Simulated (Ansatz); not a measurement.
A single-point run of Ansatz (plane waves, PAW) on HfO2 in the fluorite structure, with the lines that name the functional removed. The cell was relaxed with r2SCAN and then strained (epitaxial -2.5 % in the xy plane, free normal strain +0.98 %), with the atoms relaxed again with r2SCAN; k points keep the names of the unstrained zone.

```
CELL_PARAMETERS angstrom
0.00000 2.46595 2.55390
2.46595 0.00000 2.55390
2.46595 2.46595 0.00000
ATOMIC_POSITIONS crystal
Hf 0.00000 0.00000 0.00000
O 0.25000 0.25000 0.25000
O 0.75000 0.75000 0.75000
```

```
scf.n_extra_bands = 4 over 19 filled bands (N_el = 38.0): the run solves 23 bands
Crystal: 3 atoms, lattice volume = 31.060 Å³
Basis set: ecut = 420 eV, 609 PW (Γ)
Symmetry: 16 space group operations
Space group: I4/mmm (ITA 139)
k-points: 30 of 216
hybrid outer 1: dexx = +1.931e-2 eV, tail = 1.04e-3 eV
hybrid outer 2: dexx = +1.874e-6 eV, tail = 1.52e-7 eV, Δε = 8.60e-3 eV
hybrid outer 3: dexx = +2.075e-9 eV, tail = 1.21e-9 eV, Δε = 1.22e-4 eV, ΔF = 1.73e-18 eV/Å
NSCF: frozen V_eff on 7 k-points
hybrid SCF converged: 3 outer / 15 inner (+2 warm-up)
Free energy (F): -16861.543663 eV
Fermi energy:    16.141217 eV
--- Per-component energies (eV) ---
  E_band       = -5.169200
  E_kinetic    = 774.743061
  E_local      = -5585.344681
  E_nonlocal   = -1163.994875
  E_hartree    = 2575.275485
  E_xc         = -355.705525
  E_vxc        = -360.757783
  E_exx        = -155.033864
  E_paw        = -7168.316568
  E_vpaw       = 1489.697008
  E_ewald      = -5784.270329
  E_core_change = 1.098702
--- Stress (GPa, compression-positive) ---
       17.759732       0.000000       0.000000
        0.000000      17.759732       0.000000
        0.000000       0.000000      -0.491704
  P = ⅓ Tr σ = 11.6759 GPa (116.759 kbar)
--- Band table (eV; the first three rows and the last of 30) ---
  k-point 0: bands = […, 9.8588, 9.8588, 9.9257, 14.9932, 15.4692, 15.4692, 21.3788, 21.8850, 23.8516, 29.0780]
  k-point 1: bands = […, 10.1757, 10.1910, 10.7347, 14.3920, 14.8163, 14.9582, 21.9620, 22.3290, 24.7661, 27.8087]
  k-point 2: bands = […, 10.7483, 10.8387, 12.2825, 13.1913, 14.0905, 14.2062, 22.5840, 22.6041, 24.8210, 27.8421]
  k-point 29: bands = […, 8.7005, 12.1195, 12.1195, 14.3584, 14.3584, 15.7634, 21.5149, 23.6451, 24.4240, 26.2499]
```

Levels at the listed points, from bands.tsv (eV from the Fermi energy, bands near the gap, counted from 0):
```tsv
# k_distance	band_14	band_15	band_16	band_17	band_18	band_19	band_20	band_21	band_22
# fermi_ev = 16.141217
# [0, 0, 0] at k_distance = 0.000000
# [0.5, 0, 0.5] at k_distance = 1.273987
# [0.625, 0.25, 0.625] at k_distance = 1.716723
# [0.375, 0.375, 0.75] at k_distance = 2.492465
# [0.5, 0.5, 0.5] at k_distance = 3.254815
# [0.5, 0.25, 0.75] at k_distance = 4.140285
# [0, 0.5, 0.5] at k_distance = 5.564647
# levels_relative_to = fermi_ev
0.000	-6.282	-6.216	-1.148	-0.672	-0.672	5.238	5.744	7.710	12.937
1.274	-4.177	-3.906	-2.290	-1.619	0.000	5.325	7.544	8.917	10.233
1.717	-4.693	-3.913	-2.800	-1.602	-0.380	5.890	7.434	9.172	9.605
2.492	-4.623	-3.868	-2.617	-1.635	-0.750	6.045	7.338	8.625	9.654
3.255	-4.969	-3.545	-3.185	-2.211	-2.191	6.292	6.469	9.088	10.648
4.140	-5.788	-3.070	-2.921	-1.892	-0.418	6.620	6.964	8.870	9.158
5.565	-4.177	-3.906	-2.290	-1.619	0.000	5.325	7.544	8.917	10.233
```
In order the rows are Γ, X, U, K, L, W, X.

Task: Which functional gave these numbers?
A. DDH-PBE0
B. LC-ωPBE
C. PBE0
D. HSE06

Result: D. HSE06. The exchange loop and the term E_exx show exact exchange. With HSE06 the valence top lies at X and the conduction bottom at Γ, 5.24 eV higher; the smallest vertical gap, at X, is 5.33 eV. Among hybrids the size of the gap and of E_exx follows the share and range of exact exchange. The stress of a hybrid is loosely converged here. Within one family of functionals the choice rests on the size of the gap and stress, not on a line of the log.

Run as `ansatz run input.yaml --threads 4 --pin off --max-ram 4608MiB --backend cpu --events-out ev --progress --plain --runs-dir out`. It took 49 s on 4 threads of Intel(R) Xeon(R) Processor @ 2.70GHz, with other jobs on the host, load about 0.9 per core; peak host memory 1.2 GiB.

No spin polarisation and no zero-point or thermal motion.

Spin-orbit coupling is left out, which matters wherever the heavy atoms make up the band edges.

The meshes of the hybrids are coarse, so their gaps aren't converged to the digits shown.
